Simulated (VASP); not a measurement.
Crystal: Al2GaN3.

```
Al Ga N
1.0
     3.30325    0.00000    0.00000
     0.00000    3.30325    0.00000
     0.00000    0.00000    7.29081
Al Ga N
2 1 3
Direct
  0.00000 0.50000 0.73650
  0.50000 0.00000 0.26350
  0.00000 0.00000 0.00000
  0.50000 0.50000 0.00000
  0.00000 0.50000 0.38350
  0.50000 0.00000 0.61650
```

The cell was built by a generator and needn't be a form met in nature.

```yaml
Program: VASP 6.6.1
Task: relaxation of cell and atoms
Functional: PBE
Potentials_or_basis: VASP PAW PBE potentials, release 64 (Al, Ga_d, N)
Cutoff: 520 eV
k_mesh: 4 × 4 × 2
Occupations: gaussian, width 0.15 eV
Spin: no spin polarisation
```

At the start: pressure -22.2 GPa; volume 13.26 Å³/atom.

Q: How do energy, volume and symmetry change on relaxing?

A: Over 17 steps the energy falls by 1561.3 meV/atom and the volume is 11.28 Å³/atom (-14.9 %); space group P-4m2 (No. 115, to 0.05 Å).

Step by step:
| step | energy change (eV) | largest force (eV/Å) | pressure (GPa) | volume (Å³) |
| --- | --- | --- | --- | --- |
| 1 | 0.0000 | 4.2006 | -22.22 | 79.55 |
| 2 | -4.2468 | 5.5307 | -3.41 | 60.17 |
| 3 | -5.0334 | 5.4762 | 46.33 | 48.65 |
| 4 | -5.1790 | 5.6905 | 27.66 | 51.51 |
| 5 | -7.0664 | 2.4646 | 39.84 | 49.77 |
| 6 | -7.2097 | 1.3194 | 45.43 | 49.24 |
| 7 | -8.4406 | 0.9239 | 5.64 | 56.68 |
| 8 | -8.4836 | 1.2428 | -3.76 | 59.07 |
| 9 | -8.4850 | 1.1704 | -0.68 | 58.48 |
| 10 | -8.7501 | 0.9447 | -0.21 | 59.43 |
| 11 | -9.1866 | 0.4551 | 4.37 | 62.04 |
| 12 | -9.2226 | 0.3991 | 6.91 | 62.97 |
| 13 | -9.3106 | 0.4940 | -3.77 | 67.72 |
| 14 | -9.3136 | 0.4757 | -1.88 | 66.92 |
| 15 | -9.3484 | 0.2904 | -1.17 | 67.26 |
| 16 | -9.3635 | 0.2262 | 0.80 | 67.93 |
| 17 | -9.3675 | 0.0284 | 0.16 | 67.70 |

Final structure:
```xyz
6
Lattice="2.7915 0.0000 0.0000 0.0000 2.7915 0.0000 0.0000 0.0000 8.6872" Properties=species:S:1:pos:R:3 pbc="T T T"
Al    0.0000    1.3958    5.3402
Al    1.3958    0.0000    3.3469
Ga    0.0000    0.0000    0.0000
N     1.3958    1.3958    0.0000
N     0.0000    1.3958    3.2687
N     1.3958    0.0000    5.4185
```

Caveat: the k mesh is coarse (spacing up to 0.48 Å⁻¹), so the values aren't converged; this functional lacks dispersion, which binds the layers, so the pressure and a relaxed spacing across them are unreliable.
